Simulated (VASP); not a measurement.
# Ge (I4_1/amd) in VASP: a series of runs, part 2 of 2

VASP 6.6.1. Earlier steps stand in the parts before.

**3. Single point, PBE**

Input file INCAR:

```
PREC = Accurate
ENCUT = 500
EDIFF = 1E-7
ISMEAR = 0
SIGMA = 0.05
LREAL = F
LASPH = T
NELM = 100
ALGO = Normal
ISIF = 2
LWAVE = F
LCHARG = F
GGA = PE
NBANDS = 21
ADDGRID = F
```

Input file KPOINTS:

```
regular mesh
0
Gamma
  11 11 11
```

Input file POSCAR:

```
Ge
1.0
   -2.5744897190      2.5744897190      1.3974126432
    2.5744897190     -2.5744897190      1.3974126432
    2.5744897190      2.5744897190     -1.3974126432
Ge
2
Direct
    0.5000000000      0.5000000000      0.0000000000
    0.2500000000      0.7500000000      0.5000000000
```

Potentials or basis: VASP PAW PBE potentials, release 64 (Ge_d).

Launch:

```console
cat potpaw_PBE.64/Ge_d/POTCAR > POTCAR
mpirun -np 1 vasp_std > vasp.out
```

OUTCAR:

```text
PREC = Accurate
   ENCUT = 500
   EDIFF = 1E-7
   ISMEAR = 0
   LREAL = F
   LASPH = T
   NELM = 100
   ISIF = 2
   GGA = PE

 Found    126 irreducible k-points:

 Following reciprocal coordinates:
            Coordinates               Weight
  0.000000  0.000000  0.000000      1.000000
  0.090909  0.000000 -0.000000      8.000000
  0.181818  0.000000 -0.000000      8.000000
  0.272727  0.000000  0.000000      8.000000
  0.363636  0.000000 -0.000000      8.000000
  0.454545  0.000000 -0.000000      8.000000
   k-points           NKPTS =    126   k-points in BZ     NKDIM =    126   number of bands    NBANDS=     21
   number of dos      NEDOS =    301   number of ions     NIONS =      2
   total plane-waves  NPLWV =  21952
   dimension x,y,z NGX =    28 NGY =   28 NGZ =   28
   dimension x,y,z NGXF=    56 NGYF=   56 NGZF=   56
   ions per type =               2
   NGX,Y,Z   is equivalent  to a cutoff of  11.94, 11.94, 11.94 a.u.
   NGXF,Y,Z  is equivalent  to a cutoff of  23.87, 23.87, 23.87 a.u.
 SYSTEM =  unknown system
   PREC   = accura    normal or accurate (medium, high low for compatibility)
   ISTART =      0    job   : 0-new  1-cont  2-samecut
   ICHARG =      2    charge: 1-file 2-atom 10-const
   ISPIN  =      1    spin polarized calculation?
   LNONCOLLINEAR =      F non collinear calculations
   LSORBIT =      F    spin-orbit coupling
   LASPH  =      T    aspherical Exc in radial PAW
   ENCUT  =  500.0 eV  36.75 Ry    6.06 a.u.   7.11  7.11  7.11*2*pi/ulx,y,z
   NELM   =    100;   NELMIN=  2; NELMDL= -5     # of ELM steps
   EDIFF  = 0.1E-06   stopping-criterion for ELM
   LREAL  =      F    real-space projection
   EDIFFG = 0.1E-05   stopping-criterion for IOM
   NSW    =      0    number of steps for IOM
   IBRION =     -1    ionic relax: 0-MD 1-quasi-New 2-CG
   NFREE  =      0    steps in history (QN), initial steepest desc. (CG)
   ISIF   =      2    stress and relaxation
   ISYM   =      2    0-nonsym 1-usesym 2-fastsym
   POTIM  = 0.5000    time-step for ionic-motion
   TEBEG  =    0.0;   TEEND  =   0.0 temperature during run
   PSTRESS=    0.0 pullay stress
   NELECT =      28.0000    total number of electrons
   NUPDOWN=      -1.0000    fix difference up-down
   EMIN   =  10.00;   EMAX   =-10.00  energy-range for DOS
   EFERMI =   0.00;   METHOD = LEGACY
   ISMEAR =     0;   SIGMA  =   0.05  broadening in eV -4-tet -1-fermi 0-gaus
   EFERMI_NEDOS =   21; number of points for ismear=-14 and -15
   IALGO  =     38    algorithm
   IMIX   =      4    mixing-type and parameters
     AMIX     =   0.40;   BMIX     =  1.00
     AMIX_MAG =   1.60;   BMIX_MAG =  1.00
  volume/ion in A,a.u.               =      18.52       125.01
  Fermi-wavevector in a.u.,A,eV,Ry     =   1.491209  2.817976 30.255333  2.223704
  Thomas-Fermi vector in A             =   2.603893
   LORBIT       =      0    0 simple, 1 ext, 2 COOP (PROOUT), +10 PAW based schemes
   GGA     = PE    functional components
   LHFCALC =     F    Hartree Fock is set to
   AEXX    =    0.0000 exact exchange contribution
   IVDW    =     0    specifies the selected vdW correction
   LEPSILON=     F    determine dielectric tensor
   LRPA    =     F    only Hartree local field effects (RPA)
 non-spin polarized calculation
 Gauss-broadening in eV      SIGMA  =   0.05
  energy-cutoff  :      500.00
  volume of cell :       37.05
 maximum number of plane-waves:       958
   NGX = 15   NGY = 15   NGZ = 15

 number of electron      28.0000030 magnetization

 Free energy of the ion-electron system (eV)
  ---------------------------------------------------
  ext. energy  EPLUGINS =         0.00000000
  ---------------------------------------------------
  free energy    TOTEN  =        -8.56062859 eV

  energy without entropy =       -8.55870119  energy(sigma->0) =       -8.55966489

 E-fermi :   6.8417     XC(G=0): -11.3194

 val. band max:        6.8332506006   @ k =  -0.1818  -0.2727   0.1818
 cond. band min:       6.8455645944   @ k =  -0.4545   0.0909   0.0000
 fundamental gap:      0.0123139938
 Fermi energy:         6.8417223007

 k-point     1 :       0.0000    0.0000    0.0000
  band No.  band energies     occupation
      1     -17.9547      2.00000
      2     -17.9114      2.00000
      3     -17.8792      2.00000
      4     -17.8791      2.00000
      5     -17.7737      2.00000
      6     -17.7737      2.00000
[... 13 lines left out ...]
     20      18.3560      0.00000
     21      19.3357      0.00000

 k-point     2 :       0.0909    0.0000   -0.0000
  band No.  band energies     occupation
      1     -17.9515      2.00000
      2     -17.9005      2.00000
      3     -17.8749      2.00000
      4     -17.8660      2.00000
      5     -17.7822      2.00000
      6     -17.7808      2.00000
[... 13 lines left out ...]
     20      18.2559      0.00000
     21      18.9094      0.00000

 k-point     3 :       0.1818    0.0000   -0.0000
  band No.  band energies     occupation
      1     -17.9418      2.00000
      2     -17.8735      2.00000
      3     -17.8637      2.00000
      4     -17.8373      2.00000
      5     -17.7996      2.00000
      6     -17.7864      2.00000
[... 13 lines left out ...]
     20      16.6478      0.00000
     21      17.4920      0.00000

 k-point     4 :       0.2727    0.0000    0.0000
  band No.  band energies     occupation
      1     -17.9287      2.00000
      2     -17.8511      2.00000
      3     -17.8502      2.00000
      4     -17.8275      2.00000
      5     -17.8165      2.00000
      6     -17.7872      2.00000
[... 13 lines left out ...]
     20      15.3770      0.00000
     21      17.7517      0.00000

 k-point     5 :       0.3636    0.0000   -0.0000
  band No.  band energies     occupation
      1     -17.9177      2.00000
      2     -17.8523      2.00000
      3     -17.8473      2.00000
      4     -17.8385      2.00000
      5     -17.8163      2.00000
      6     -17.7990      2.00000
[... 13 lines left out ...]
     20      15.6800      0.00000
     21      18.8162      0.00000

 k-point     6 :       0.4545    0.0000   -0.0000
  band No.  band energies     occupation
      1     -17.9102      2.00000
      2     -17.8648      2.00000
      3     -17.8600      2.00000
      4     -17.8334      2.00000
      5     -17.8070      2.00000
      6     -17.8061      2.00000
[... 13 lines left out ...]
     20      18.2577      0.00000
     21      19.0016      0.00000

 [... further k-points ...]
[... 5 lines left out ...]
  --------------------------------------------------------------------------------------
  -------------------------------------------------------------------------------------
  Total        0.7192068      0.7192068      0.7568308      0.0000000      0.0000000      0.0000000
  in kB       31.1026512     31.1026512     32.7297264      0.0000000      0.0000000      0.0000000
  external PRESSURE =      31.6450096 kB  Pullay stress =       0.0000000 kB

 VOLUME and BASIS-vectors are now :
 -----------------------------------------------------------------------------
  energy-cutoff  :      500.00
  volume of cell :       37.05
      direct lattice vectors                 reciprocal lattice vectors
    -2.574489719  2.574489719  1.397412643     0.000000000  0.194213244  0.357804119
     2.574489719 -2.574489719  1.397412643     0.194213244  0.000000000  0.357804119
     2.574489719  2.574489719 -1.397412643     0.194213244  0.194213244  0.000000000

 POSITION                                       TOTAL-FORCE (eV/Angst)
 -----------------------------------------------------------------------------------
      0.00000      0.00000      1.39741         0.000000     -0.000000     -0.000000
      2.57449      0.00000      0.69871        -0.000000      0.000000      0.000000
 -----------------------------------------------------------------------------------
    total drift:                                0.000000     -0.000000      0.000000

  FREE ENERGIE OF THE ION-ELECTRON SYSTEM (eV)
  ---------------------------------------------------
  free  energy   TOTEN  =        -8.5606285939 eV

  energy  without entropy=       -8.5587011937  energy(sigma->0) =       -8.55966489
```

Wall time 30 s (1 thread of Intel Xeon 6975P-C (Granite Rapids), shared host); peak memory 0.2 GiB.

The run converged, but some of its settings lie outside the range that counts as converged, so its numbers aren't taken as properties of the crystal.

Results:

```
Free energy            : -8.5606 eV
Pressure               : 3.2 GPa
Band gap on the k mesh : none (metal or under the smearing width)
```

**4. Single point, PBE**

INCAR is that of step 3.

KPOINTS is that of step 3.

Input file POSCAR:

```
Ge
1.0
   -2.5744897190      2.5744897190      1.3974126432
    2.5744897190     -2.5744897190      1.3974126432
    2.5744897190      2.5744897190     -1.3974126432
Ge
2
Direct
    0.5147880000      0.5105290000      0.0041050000
    0.2603220000      0.7562090000      0.5249690000
```

Launch:

```console
cat potpaw_PBE.64/Ge_d/POTCAR > POTCAR
mpirun -np 1 vasp_std > vasp.out
```

It took 2.4 min on 1 thread of Intel Xeon 6975P-C (Granite Rapids), shared host; peak memory 0.46 GiB.

The run converged, but some of its settings lie outside the range that counts as converged, so its numbers aren't taken as properties of the crystal.

What came out:

| Quantity | Value |
| --- | --- |
| Free energy | -8.5496 eV |
| Pressure | 3.2 GPa |
| Largest force | 0.280 eV/Å |
| Band gap on the k mesh | none (metal or under the smearing width) |

**5. The reference run**

An earlier run on the cell as given: functional PBE; potentials or basis VASP PAW PBE potentials, release 64 (Ge_d); cutoff 520 eV; k mesh 11 × 11 × 11; occupations fermi-dirac, width 0.05 eV; no spin polarisation.

* Pressure: 3.2 GPa
* Band gap on the k mesh: none (metal or under the smearing width)
